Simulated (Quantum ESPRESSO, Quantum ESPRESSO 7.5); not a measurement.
## 2H-MoS2, 1 layer: a series in biaxial strain

Aim: how the results for 2H-MoS2, 1 layer change with biaxial strain.

Calculated with Quantum ESPRESSO 7.5; plane-wave DFT, PBE, GBRV ultrasoft pseudopotentials.

### 1. The starting structure

The cell holds 3 atoms: 2 S and 1 Mo. Its edges and angles: a = 3.180 Å, b = 3.180 Å, c = 18.263 Å, α = 90.0°, β = 90.0°, γ = 120.0°. It derives from MoS2. Vacuum lies along c.

Set-up: Cell and atoms are first relaxed; each strained cell is then held and the atoms relax in it. A periodic run with 15 Å of vacuum in the starting cell gives the vacuum levels, and bands follow along a path. The bands are repeated with spin-orbit coupling and fully relativistic files.

Members -2, -1, 0, 1 and 2 took the same steps and show in the table alone.

### 2. Relaxing cell and ions of the reference

What the set-up leaves free in this member is relaxed.

File ref.relax.in:

```
&control
  prefix = 'ref.relax'
  outdir = './out'
  pseudo_dir = './pseudo'
  nstep = 80
  forc_conv_thr = 0.0004
  calculation = 'vc-relax'
  etot_conv_thr = 1e-06
/
&system
  ibrav = 0
  nat = 3
  ntyp = 2
  ecutwfc = 50
  ecutrho = 250
  occupations = 'smearing'
  smearing = 'fd'
  degauss = 0.004
/
&electrons
  conv_thr = 1e-09
  mixing_beta = 0.4
  electron_maxstep = 120
  mixing_mode = 'plain'
/
&ions
/
&cell
  cell_dofree = '2Dxy'
  press_conv_thr = 0.3
/
ATOMIC_SPECIES
  S   32.0600  s_pbe_v1.4.uspp.F.UPF
  Mo  95.9500  mo_pbe_v1.uspp.F.UPF
CELL_PARAMETERS angstrom
  3.18000000000000 0.00000000000000 0.00000000000000
  -1.59000000000000 2.75396078403451 0.00000000000000
  0.00000000000000 0.00000000000000 18.26259773799958
ATOMIC_POSITIONS crystal
  S   0.333333333300 0.666666666700 0.410675420200
  Mo  0.000000000000 0.000000000000 0.500000000000
  S   0.333333333300 0.666666666700 0.589324579800
K_POINTS automatic
  12 12 1 0 0 0
```

The run is started by

```
> OMP_NUM_THREADS=1 mpirun -n 4 pw.x -nk 4 -in ref.relax.in > ref.relax.out
```

Log:

```text
Program PWSCF v.7.5 starts
[citation notice left out]

     Parallel version (MPI & OpenMP), running on       4 processor cores
     Number of MPI processes:                 4
     Threads/MPI process:                     1

     MPI processes distributed on     1 nodes
[...]
Current dimensions of program PWSCF are:
     Max number of different atomic species (ntypx) = 10
     Max number of k-points (npk) =  40000
     Max angular momentum in pseudopotentials (lmaxx) =  4
     Message from routine setup:
     using ibrav=0 with symmetry is DISCOURAGED, use correct ibrav instead

     K-points division:     npool     =       4
     Subspace diagonalization in iterative solution of the eigenvalue problem:
     a serial algorithm will be used

     G-vector sticks info
     --------------------
     sticks:   dense  smooth     PW     G-vecs:    dense   smooth      PW
     Sum         625     499    151                71921    51749    8587

     Using Slab Decomposition

     bravais-lattice index     =            0
     lattice parameter (alat)  =       6.0093  a.u.
     unit-cell volume          =    1079.3046 (a.u.)^3
     number of atoms/cell      =            3
     number of atomic types    =            2
     number of electrons       =        26.00
     number of Kohn-Sham states=           17
     kinetic-energy cutoff     =      50.0000  Ry
     charge density cutoff     =     250.0000  Ry
     scf convergence threshold =      1.0E-09
     mixing beta               =       0.4000
     number of iterations used =            8  plain     mixing
     energy convergence thresh.=      1.0E-06
     force convergence thresh. =      4.0E-04
     press convergence thresh. =      3.0E-01
     Exchange-correlation= SLA  PW   PBE  PBE
                           (   1   4   3   4   0   0   0)
     nstep                     =           80

     celldm(1)=   6.009329  celldm(2)=   0.000000  celldm(3)=   0.000000
     celldm(4)=   0.000000  celldm(5)=   0.000000  celldm(6)=   0.000000

     crystal axes: (cart. coord. in units of alat)
               a(1) = (   1.000000   0.000000   0.000000 )
               a(2) = (  -0.500000   0.866025   0.000000 )
               a(3) = (   0.000000   0.000000   5.742955 )

     reciprocal axes: (cart. coord. in units 2 pi/alat)
               b(1) = (  1.000000  0.577350 -0.000000 )
               b(2) = (  0.000000  1.154701  0.000000 )
               b(3) = (  0.000000 -0.000000  0.174126 )

     PseudoPot. # 1 for S  read from file:
     ./pseudo/s_pbe_v1.4.uspp.F.UPF
     Pseudo is Ultrasoft + core correction, Zval =  6.0
     Generated by new atomic code, or converted to UPF format
     Using radial grid of  907 points,  6 beta functions with:
                l(1) =   0
                l(2) =   0
                l(3) =   1
                l(4) =   1
                l(5) =   2
                l(6) =   2
     Q(r) pseudized with  8 coefficients,  rinner =    1.300   1.300   1.300
                                                       1.300   1.300

     PseudoPot. # 2 for Mo read from file:
     ./pseudo/mo_pbe_v1.uspp.F.UPF
     Pseudo is Ultrasoft + core correction, Zval = 14.0
     Generated by new atomic code, or converted to UPF format
     Using radial grid of  889 points,  6 beta functions with:
                l(1) =   0
                l(2) =   0
                l(3) =   1
                l(4) =   1
                l(5) =   2
                l(6) =   2
     Q(r) pseudized with  6 coefficients,  rinner =    1.000   1.000   1.000
                                                       1.000   1.000

     atomic species   valence    mass     pseudopotential
     S                 6.00    32.06000     S ( 1.00)
     Mo               14.00    95.95000     Mo( 1.00)

     12 Sym. Ops. (no inversion) found

   Cartesian axes

     site n.     atom                  positions (alat units)
         1        S      tau(   1) = (  -0.0000000   0.5773503   2.3584906  )
         2        Mo     tau(   2) = (   0.0000000   0.0000000   2.8714776  )
         3        S      tau(   3) = (  -0.0000000   0.5773503   3.3844647  )

     number of k points=    19  Fermi-Dirac smearing, width (Ry)=  0.0040
                       cart. coord. in units 2pi/alat
        k(    1) = (   0.0000000   0.0000000   0.0000000), wk =   0.0138889
        k(    2) = (   0.0000000   0.0962250   0.0000000), wk =   0.0833333
        k(    3) = (   0.0000000   0.1924501   0.0000000), wk =   0.0833333
        k(    4) = (   0.0000000   0.2886751   0.0000000), wk =   0.0833333
        k(    5) = (   0.0000000   0.3849002   0.0000000), wk =   0.0833333
        k(    6) = (   0.0000000   0.4811252   0.0000000), wk =   0.0833333
        k(    7) = (   0.0000000  -0.5773503   0.0000000), wk =   0.0416667
        k(    8) = (   0.0833333   0.1443376   0.0000000), wk =   0.0833333
        k(    9) = (   0.0833333   0.2405626   0.0000000), wk =   0.1666667
        k(   10) = (   0.0833333   0.3367877   0.0000000), wk =   0.1666667
[...]
k(   19) = (   0.3333333   0.5773503   0.0000000), wk =   0.0277778

     Dense  grid:    71921 G-vectors     FFT dimensions: (  32,  32, 180)

     Smooth grid:    51749 G-vectors     FFT dimensions: (  27,  27, 160)

     Estimated max dynamical RAM per process >     120.58 MB

     Estimated total dynamical RAM >     429.63 MB

     Initial potential from superposition of free atoms

     starting charge      25.9989, renormalised to      26.0000

     negative rho (up, down):  2.307E-03 0.000E+00
     Starting wfcs are   21 randomized atomic wfcs

     total cpu time spent up to now is        1.4 secs

     per-process dynamical memory:    60.6 Mb

     Self-consistent Calculation

     iteration #  1     ecut=    50.00 Ry     beta= 0.40
     Davidson diagonalization with overlap
     ethr =  1.00E-02,  avg # of iterations =  2.0

     Threshold (ethr) on eigenvalues was too large:
     Diagonalizing with lowered threshold

     Davidson diagonalization with overlap
     ethr =  2.95E-04,  avg # of iterations =  2.7

     negative rho (up, down):  2.364E-03 0.000E+00

     total cpu time spent up to now is        3.9 secs

     total energy              =    -187.70912666 Ry
     estimated scf accuracy    <       0.10435767 Ry

     iteration #  2     ecut=    50.00 Ry     beta= 0.40
[...]
negative rho (up, down):  2.352E-03 0.000E+00

[...]
total energy              =    -187.71239290 Ry
     estimated scf accuracy    <       0.06305920 Ry

[...]
hartree contribution      =     489.58883915 Ry
     xc contribution           =     -36.26252493 Ry
     ewald contribution        =     336.31108330 Ry

     convergence has been achieved in   9 iterations

     negative rho (up, down):  2.325E-03 0.000E+00

     Forces acting on atoms (cartesian axes, Ry/au):

     atom    1 type  1   force =     0.00000000   -0.00000000    0.01031966
     atom    2 type  2   force =     0.00000000    0.00000000    0.00000000
     atom    3 type  1   force =     0.00000000   -0.00000000   -0.01031966

     Total force =     0.014594     Total SCF correction =     0.000021

     Computing stress (Cartesian axis) and pressure

     negative rho (up, down):  2.325E-03 0.000E+00
          total   stress  (Ry/bohr**3)                   (kbar)     P=       -2.07
   0.00000792  -0.00000000  -0.00000000            1.16       -0.00       -0.00
  -0.00000000   0.00000792  -0.00000000           -0.00        1.16       -0.00
   0.00000000  -0.00000000  -0.00005804            0.00       -0.00       -8.54

     Energy error            =      2.0E-03 Ry
     Gradient error          =      1.0E-02 Ry/Bohr
     Cell gradient error     =      1.2E+00 kbar

     number of scf cycles    =   3
     number of bfgs steps    =   2

     enthalpy           old  =    -187.7303248168 Ry
     enthalpy           new  =    -187.7323184901 Ry

     CASE: enthalpy          _new < enthalpy          _old

     new trust radius        =       0.0266103789 bohr
     new conv_thr            =       0.0000000003 Ry

     new unit-cell volume =   1071.88594 a.u.^3 (   158.83711 Ang^3 )
     density =      1.67343 g/cm^3

CELL_PARAMETERS (angstrom)
   3.169052205   0.000000000   0.000000000
  -1.584526103   2.744479716   0.000000000
   0.000000000   0.000000000  18.262597738

ATOMIC_POSITIONS (crystal)
S                0.3333333333        0.6666666667        0.4141764446
Mo               0.0000000000        0.0000000000        0.5000000000
S                0.3333333333        0.6666666667        0.5858235554

[...]
NEW-OLD atomic charge density approx. for the potential
     New effective cutoffs (rho, wfc):  251.51   50.34

     negative rho (up, down):  2.337E-03 0.000E+00

     total cpu time spent up to now is       48.4 secs

     per-process dynamical memory:    64.9 Mb

[...]
!    total energy              =    -187.73260074 Ry
[...]
Total force =     0.000413     Total SCF correction =     0.000015
[...]
number of bfgs steps    =   3
[...]
new trust radius        =       0.0043974826 bohr
[...]
!    total energy              =    -187.73263743 Ry
[...]
Total force =     0.000064     Total SCF correction =     0.000002
[...]
number of bfgs steps    =   4
[...]
WARNING: bfgs curvature condition failed, Theta= 0.954
     new trust radius        =       0.0048372309 bohr
[...]
!    total energy              =    -187.73267055 Ry
[...]
Total force =     0.000028     Total SCF correction =     0.000005
[...]
number of bfgs steps    =   5
[...]
new trust radius        =       0.0072558463 bohr
[...]
!    total energy              =    -187.73270651 Ry
[...]
Total force =     0.000013     Total SCF correction =     0.000005
[...]
number of bfgs steps    =   6
[...]
new trust radius        =       0.0108837695 bohr
[...]
!    total energy              =    -187.73272982 Ry
[...]
Total force =     0.000006     Total SCF correction =     0.000009
[...]
number of bfgs steps    =   7
[...]
new trust radius        =       0.0015135589 bohr
[...]
!    total energy              =    -187.73273016 Ry
[...]
Total force =     0.000002     Total SCF correction =     0.000003
[...]
Self-consistent Calculation

     iteration #  1     ecut=    50.00 Ry     beta= 0.40
     Davidson diagonalization with overlap
     ethr =  1.00E-06,  avg # of iterations = 12.3

     negative rho (up, down):  2.406E-03 0.000E+00

     total cpu time spent up to now is      134.7 secs

     total energy              =    -187.70987551 Ry
     estimated scf accuracy    <       0.12022556 Ry

[...]
iteration # 14     ecut=    50.00 Ry     beta= 0.40
[...]
negative rho (up, down):  2.403E-03 0.000E+00

[...]
End of self-consistent calculation

          k = 0.0000 0.0000 0.0000 (  6461 PWs)   bands (ev):

   -61.3995 -35.5310 -35.3264 -35.3264 -14.5859 -13.2809  -6.1035  -3.1114
    -3.1114  -2.2736  -2.0076  -2.0076  -0.5046   2.2545   2.2545   2.5038
     2.5038

          k =-0.0000 0.0961 0.0000 (  6447 PWs)   bands (ev):

   -61.3970 -35.5261 -35.3518 -35.3322 -14.4837 -13.2389  -5.9869  -3.3393
    -3.0047  -2.7648  -2.1702  -1.6732  -0.5564   2.1214   2.2267   2.3883
     2.4336

          k =-0.0000 0.1923 0.0000 (  6466 PWs)   bands (ev):

   -61.3902 -35.5125 -35.4207 -35.3480 -14.1933 -13.1197  -5.6934  -3.8624
    -3.4096  -2.7073  -2.5534  -1.5816  -0.7902   1.7956   2.0682   2.1193
     2.8445

          k =-0.0000 0.2884 0.0000 (  6436 PWs)   bands (ev):

   -61.3809 -35.5136 -35.4939 -35.3694 -13.7638 -12.9446  -5.4828  -4.3075
    -4.0641  -2.9831  -2.2899  -1.8237  -1.2196   1.6687   1.8516   2.3929
     3.2699

          k =-0.0000 0.3845 0.0000 (  6470 PWs)   bands (ev):

   -61.3715 -35.6052 -35.4752 -35.3907 -13.2825 -12.7523  -5.7270  -4.6681
    -4.3950  -3.3449  -2.1203  -1.8716  -1.4671   1.7070   1.8330   2.8816
     3.5796

          k =-0.0000 0.4807 0.0000 (  6468 PWs)   bands (ev):

   -61.3647 -35.6715 -35.4615 -35.4063 -12.8828 -12.5979  -6.0996  -5.1094
    -4.4861  -3.5798  -2.3087  -1.5807  -1.2979   1.7053   2.0983   3.2416
     3.7489

[...]
the Fermi energy is     0.3510 ev

!    total energy              =    -187.73273367 Ry
     estimated scf accuracy    <          2.4E-13 Ry
     smearing contrib. (-TS)   =      -0.00000000 Ry
     internal energy E=F+TS    =    -187.73273367 Ry

     The total energy is F=E-TS. E is the sum of the following terms:
     one-electron contribution =    -974.65616334 Ry
     hartree contribution      =     488.16373970 Ry
     xc contribution           =     -36.27145573 Ry
     ewald contribution        =     335.03114570 Ry

     convergence has been achieved in  14 iterations

     negative rho (up, down):  2.403E-03 0.000E+00

     Forces acting on atoms (cartesian axes, Ry/au):

     atom    1 type  1   force =    -0.00000000    0.00000000    0.00000365
     atom    2 type  2   force =     0.00000000    0.00000000    0.00000000
     atom    3 type  1   force =    -0.00000000    0.00000000   -0.00000365

     Total force =     0.000005     Total SCF correction =     0.000000

     Computing stress (Cartesian axis) and pressure

     negative rho (up, down):  2.403E-03 0.000E+00
          total   stress  (Ry/bohr**3)                   (kbar)     P=       -0.01
   0.00000005   0.00000000   0.00000000            0.01        0.00        0.00
   0.00000000   0.00000005   0.00000000            0.00        0.01        0.00
   0.00000000   0.00000000  -0.00000029            0.00        0.00       -0.04

[...]
=------------------------------------------------------------------------------=
   JOB DONE.
=------------------------------------------------------------------------------=
```

Wall time 2.6 min (4 MPI ranks of Arm Neoverse V1, shared host); peak memory 0.58 GiB; 10 min of CPU time.

Relaxation path:

```csv
step,energy less that of the first step (eV),largest force (eV/Å),volume (Å³)
1,0.0000,1.1535,159.94
2,-0.0482,0.7425,159.34
3,-0.0753,0.2653,158.85
4,-0.0792,0.0075,158.84
5,-0.0797,0.0012,159.05
6,-0.0801,0.0005,159.29
7,-0.0806,0.0002,159.64
8,-0.0809,0.0001,160.17
9,-0.0809,0.0000,160.24
10,-0.0810,0.0001,160.24
```

```csv
cell as run,before,after,change
a (Å),3.180,3.183,+0.1 %
b (Å),3.180,3.183,+0.1 %
```

The atoms that moved most (Å, along periodic axes as changes of fractional coordinates times the final cell, across vacuum about the mean position):

```csv
atom,dx,dy,dz,length
S1,0.000,0.000,0.069,0.069
S3,0.000,0.000,-0.069,0.069
```

Final coordinates:

```
CELL_PARAMETERS angstrom
3.18303 0.00000 0.00000
-1.59152 2.75659 0.00000
0.00000 0.00000 18.26260
ATOMIC_POSITIONS crystal
S 0.33333 0.66667 0.41445
Mo 0.00000 0.00000 0.50000
S 0.33333 0.66667 0.58555
```

 The last row is no step: it is a fresh SCF in the final cell with a new plane-wave basis, -0 meV from the row before.

Numbers from this step:

* free energy: -2554.2340 eV
* Fermi energy: 0.351 eV

(Continued in part 2 of 8.)

[Logs are printed without paths, hosts, clocks, repeated set-up lines and the standing remarks that a program may print on its own settings, such as how far it seeks lower states.]

[Hosts, paths, dates, database ids (printed as entryN), source tags and the programs' standing remarks are cut or masked in the printed files.]

[Maps of the electrostatic potential energy from Ansatz leave out the sawtooth potential of an applied field or a dipole correction, so their vacuum need not be flat; planar profiles and work functions include it.]
